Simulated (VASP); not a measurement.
## From an Ansatz input to VASP: Ge (strained diamond)

Ansatz input

```yaml
crystal:
  lattice:
    - [0.0, 2.7801360418, 2.7801360418]
    - [2.7801360418, 0.0, 2.7801360418]
    - [2.7801360418, 2.7801360418, 0.0]
  atoms:
    - { symbol: Ge, position: [0.0, 0.0, 0.0] }
    - { symbol: Ge, position: [0.25, 0.25, 0.25] }
kpoints:
  mp_grid: { grid: [8, 8, 8] }
  band_path:
    path:
      - [0.0, 0.0, 0.0]
      - [0.5, 0.0, 0.5]
      - [0.625, 0.25, 0.625]
      - [0.375, 0.375, 0.75]
      - [0.5, 0.5, 0.5]
      - [0.5, 0.25, 0.75]
      - [0.0, 0.0, 0.5]
    npoints: 1
hamiltonian:
  xc: pbe
scf:
  occupations: { method: fermi_dirac, width: 0.02 }
  n_extra_bands: 4
output:
  forces: true
  stress: true
  eigenvalues: true
```

Task: Translate this input to VASP.

Result: 

INCAR

```
NBANDS = 21
ENCUT = 520
EDIFF = 1E-7
LWAVE = .FALSE.
IBRION = -1
ISMEAR = -1
LREAL = .FALSE.
ISIF = 2
GGA = PE
NSW = 0
NELM = 120
PREC = Accurate
SIGMA = 0.02
LASPH = .TRUE.
LCHARG = .FALSE.
```

KPOINTS

```
KPOINTS created by Atomic Simulation Environment
0
Gamma
8 8 8
0 0 0
```

KPOINTS_OPT

```
special points
7
Reciprocal
0.0000000000 0.0000000000 0.0000000000 1
0.5000000000 0.0000000000 0.5000000000 1
0.6250000000 0.2500000000 0.6250000000 1
0.3750000000 0.3750000000 0.7500000000 1
0.5000000000 0.5000000000 0.5000000000 1
0.5000000000 0.2500000000 0.7500000000 1
0.0000000000 0.0000000000 0.5000000000 1
```

POSCAR

```
Ge
 1.0000000000000000
     0.0000000000000000    2.7801360418000001    2.7801360418000001
     2.7801360418000001    0.0000000000000000    2.7801360418000001
     2.7801360418000001    2.7801360418000001    0.0000000000000000
 Ge
   2
Cartesian
  0.0000000000000000  0.0000000000000000  0.0000000000000000
  1.3900680208999998  1.3900680208999998  1.3900680208999998
```

VASP ran with the recommended PBE PAW datasets (28 valence electrons in the cell). Other inputs would serve too.

```json
{"": "gap between bands v and c", "Ansatz": "0.34 eV", "VASP": "0.35 eV"}
{"": "least direct gap", "Ansatz": "0.51 eV", "VASP": "0.52 eV"}
{"": "pressure", "Ansatz": "8.0 GPa", "VASP": "8.0 GPa"}
```

Each program uses its own PAW datasets. VASP's cell holds 28 valence electrons and Ansatz's 28. Ansatz's stress includes a Pulay correction; VASP's doesn't.
